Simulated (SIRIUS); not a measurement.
# Mo: equation of state with BLYP

The system is Mo.

```
CELL_PARAMETERS angstrom
-1.58381 1.58381 1.58381
1.58381 -1.58381 1.58381
1.58381 1.58381 -1.58381
ATOMIC_POSITIONS crystal
Mo 0.00000 0.00000 0.00000
```

```yaml
Program: SIRIUS 7.12.0
Task: equation of state
Functional: BLYP
Potentials_or_basis: all-electron FP-LAPW
Cutoff: 169 eV
Basis: apw+lo standard
k_mesh: 12 × 12 × 12
Occupations: fermi-dirac, width 0.05 eV
Spin: no spin polarisation
```

The equilibrium volume is 16.40 Å³/atom. The bulk modulus is 236 GPa. The pressure derivative of the bulk modulus is 4.2 (rough: it moves with the points fitted).

Energy against volume, from the lowest point:
| volume (Å³/atom) | energy (meV/atom) |
| --- | --- |
| 14.938 | 111.93 |
| 15.256 | 65.63 |
| 15.574 | 32.76 |
| 15.892 | 11.57 |
| 16.209 | 0.96 |
| 16.527 | 0.00 |
| 16.845 | 7.97 |

All runs of the series together: 2.8 min on 1 thread of Arm Neoverse V1 (shared host).
